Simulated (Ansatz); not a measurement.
Runs of Ansatz 0.2.0 on TiSi2. Symmetry: Immm, No. 71, orthorhombic system. Conventional cell: a = 2.946 Å, b = 3.424 Å, c = 8.424 Å, α = 90.00°, β = 90.00°, γ = 90.00°. Ti (site symmetry mmm) has 10 Si at 2.67 to 2.78 Å and 2 Ti at 2.95 Å as nearest neighbours. Si (site symmetry mm2) is surrounded by 7 Si at 2.63 to 2.95 Å and 5 Ti at 2.67 to 2.78 Å. The cell comes from a database or a generator and needn't be the stable form of this composition.

```csv
task,level,cell,k mesh,cutoff (eV),points for each segment of the path,screening (1/Å),share of exact exchange,mesh quality,gap on the mesh (eV),pressure (GPa),largest force (eV/Å)
band structure,LDA,as given,12 × 12 × 12,420,14,-,-,not flagged,none,-6.6,(a)
single point,HSE06 form with a typed share of exact exchange,as given,6 × 6 × 6,420,-,0.15,0.25,coarse,none,-,(b)
relaxation of cell and atoms,r2SCAN,relaxed,12 × 12 × 12,500,-,-,-,not flagged,none,0.0,-
band structure,r2SCAN,as given,12 × 12 × 12,500,14,-,-,not flagged,none,-2.4,0.04
```

Alike in all rows: potentials or basis Ansatz PAW; no spin polarisation; smearing fermi-dirac 0.05 eV.

Fill in the values left out.

(a) 0.12; (b) 0.17.

Caveats: some runs use coarse meshes; the PAW data sets come from PBE, with cores solved anew for the run's functional, which leaves a small shift of forces and pressure; the plane-wave basis is chosen anew once the cell has moved, so the energies of steps on either side of that aren't comparable (some runs).

A k mesh can miss the band edges.

A gap of «none» marks a metal or a gap under the smearing width.

Not every run made on this cell is shown here.
